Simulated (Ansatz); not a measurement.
A plane-wave DFT run in Ansatz 0.2.0 (scalar-relativistic PAW potentials unless the input names others): input and command.

```yaml
crystal:
  lattice:
    - [5.836552764, 0.0, 0.0]
    - [-2.918276382, 5.0546029642, 0.0]
    - [0.0, 0.0, 4.5942430069]
  atoms:
    - { symbol: W, position: [0.8448561974, 0.6897123949, 0.25] }
    - { symbol: W, position: [0.1551438026, 0.8448561974, 0.75] }
    - { symbol: W, position: [0.3102876051, 0.1551438026, 0.25] }
    - { symbol: W, position: [0.1551438026, 0.3102876051, 0.75] }
    - { symbol: W, position: [0.8448561974, 0.1551438026, 0.25] }
    - { symbol: W, position: [0.6897123949, 0.8448561974, 0.75] }
    - { symbol: Se, position: [0.3333333333, 0.6666666667, 0.25] }
    - { symbol: Se, position: [0.6666666667, 0.3333333333, 0.75] }
basis:
  ecutwfc: 420
kpoints:
  mp_grid: { grid: [6, 6, 8] }
hamiltonian:
  xc: pbe
  hubbard: { sites: [{ species: W, l: d, u_eff: -5.0 }] }
scf:
  occupations: { method: gaussian, width: 0.1 }
  max_iter: 100
output:
  forces: true
  eigenvalues: true
  stress: true
```

```bash
ansatz run input.yaml --threads 1 --pin off --max-ram 2560MiB --backend cpu --events-out ev --progress --plain --runs-dir out
```

Abridged log:
```
W: projections on atomic orbitals take those of the free atom [Kr 4d10 4f14] 5s2 5p6 5d4 6s2, of charge +0.00 (hamiltonian.pseudopotentials.projection_atoms); the dataset's partial waves leave at most 6.5e-5 of an orbital's norm unspanned inside its sphere
Se: projections on atomic orbitals take those of the free atom [Ar] 3d10 4s2 4p4, of charge +0.00 (hamiltonian.pseudopotentials.projection_atoms); the dataset's partial waves leave at most 2.3e-6 of an orbital's norm unspanned inside its sphere
Pseudopotentials: kind: paw
Pseudopotential: W, paw, valence charge 14, recommended cutoff 420 eV (normal)
Pseudopotential: Se, paw, valence charge 16, recommended cutoff 420 eV (normal)
Functional definition: PBE
Crystal: 8 atoms, lattice volume = 135.537 Å³
Basis set: ecut = 420 eV, 2619 PW (Γ), exchange–correlation on 80×80×64 points (8 copies of the dense FFT grid, shifted against one another)
Bands: 70, of which v1, the nominal top of the filled ones, is band 58 counted from 1 (57 counted from 0)
Symmetry: 24 space group operations
Space group: P63/mmc (ITA 194), of the structure as read, at distance tolerance 5.1e-5 Å
k-points: 35 of 288
Initial density: superposition of atomic densities (chi_scale 0.1, normalization cell, long waves of neutral atoms under a Hubbard term (reshape's long-wave potential 0.00 eV rms, cloud 2.82 Å wide))
Initial wavefunctions: pseudopotential atomic-orbital guess
Functional: x = pbe(κ = 0.804, μ = 0.21951497), c = pbe(β = 0.06672455)
SCF iter   1: F=—  HF=-73284.963378 eV  |F-HF|=—  |Δ(HF+E_count)|=         —  Δρ=6.84e-2  dr2=2.18e1  ethr=3.10e-3  ⟨swp⟩=5.1  Hψ=8682  notcnv=0
SCF iter   2: F=—  HF=-73279.519910 eV  |F-HF|=—  |Δ(HF+E_count)|=    5.44e0  Δρ=3.84e-2  dr2=7.26e0  ethr=3.10e-3  ⟨swp⟩=2.4  Hψ=3846  notcnv=0  defer=101
SCF iter   3: F=—  HF=-73277.572631 eV  |F-HF|=—  |Δ(HF+E_count)|=    1.95e0  Δρ=1.11e-2  dr2=5.07e-1  ethr=3.10e-3  ⟨swp⟩=2.5  Hψ=4680  notcnv=0  defer=102
SCF iter   4: F=—  HF=-73277.434195 eV  |F-HF|=—  |Δ(HF+E_count)|=   1.38e-1  Δρ=3.89e-3  dr2=2.40e-2  ethr=4.37e-4  ⟨swp⟩=2.1  Hψ=4841  notcnv=0  defer=100
SCF iter   5: F=—  HF=-73277.423122 eV  |F-HF|=—  |Δ(HF+E_count)|=   1.11e-2  Δρ=1.32e-3  dr2=2.63e-3  ethr=2.07e-5  ⟨swp⟩=2.0  Hψ=4303  notcnv=0  defer=100
SCF iter   6: F=—  HF=-73277.422681 eV  |F-HF|=—  |Δ(HF+E_count)|=   4.42e-4  Δρ=3.97e-4  dr2=1.62e-4  ethr=2.26e-6  ⟨swp⟩=2.0  Hψ=3056  notcnv=0  defer=100
SCF iter   7: F=—  HF=-73277.422613 eV  |F-HF|=—  |Δ(HF+E_count)|=   6.73e-5  Δρ=9.26e-5  dr2=9.92e-6  ethr=1.39e-7  ⟨swp⟩=2.0  Hψ=3029  notcnv=0  defer=100
SCF iter   8: F=—  HF=-73277.422610 eV  |F-HF|=—  |Δ(HF+E_count)|=   3.21e-6  Δρ=2.34e-5  dr2=4.97e-7  ethr=8.55e-9  ⟨swp⟩=2.1  Hψ=3249  notcnv=0  defer=100
SCF iter   9: F=-73277.422610 eV  HF=-73277.422610 eV  |F-HF|=2.96e-8  |Δ(HF+E_count)|=   1.69e-7  Δρ=9.19e-6  dr2=8.47e-8  ethr=8.62e-11  ⟨swp⟩=10.9  Hψ=9659  notcnv=0
SCF 1 converged in 9 iterations: F = -73277.422610 eV  dr2 = 8.47e-8
SCF converged after 9 iterations
Free energy (F): -73277.422610 eV
Harris-Foulkes:  -73277.422610 eV  (|F-HF|=2.96e-8)
Internal energy: -73277.377696 eV  (E = F + TS)
E sigma→0 (E₀):  -73277.400153 eV
Entropy (-TS):   -0.044914 eV (-5.614 meV/atom)
Fermi energy:    19.974215 eV
--- Forces (eV/Å), atoms counted from 1 ---
  atom   1  W      0.00000000    -0.22589807     0.00000000
  atom   2  W      0.19563347    -0.11294903     0.00000000
  atom   3  W      0.19563347     0.11294903     0.00000000
  atom   4  W      0.00000000     0.22589807     0.00000000
  atom   5  W     -0.19563347     0.11294903     0.00000000
  atom   6  W     -0.19563347    -0.11294903     0.00000000
  atom   7  Se     0.00000000     0.00000000     0.00000000
  atom   8  Se     0.00000000     0.00000000     0.00000000
--- Stress (GPa, compression-positive) ---
        0.507257       0.000000       0.000000
        0.000000       0.507257       0.000000
        0.000000       0.000000      -2.179807
  P = ⅓ Tr σ = -0.3884 GPa (-3.884 kbar)
Occupation matrices written to <dir>
```

Problem. What is wrong with this input?

Solution. The fault is an enormous or negative U (hamiltonian.hubbard: not typed → {"sites": [{"species": "W", "l": "d", "u_eff": -5.0}]}, the first being the value of the sound run). Setting it back cures it. The run converged all the same, with an energy at zero smearing 4.6 eV/atom below the reference's (the Hamiltonian itself differs), pressure -0.39 GPa, largest force 0.226 eV/Å, no gap on the mesh, so convergence alone doesn't show that an input is right. A reference run on usual settings, whose relaxation ended at this geometry, converged, and the end of its own relaxation has pressure 0.00 GPa, largest force 0.001 eV/Å, no gap on the mesh.

Time: 25 s on 1 thread of Intel(R) Xeon(R) Platinum 8488C (Sapphire Rapids), with other jobs on the host, peak memory 0.79 GiB.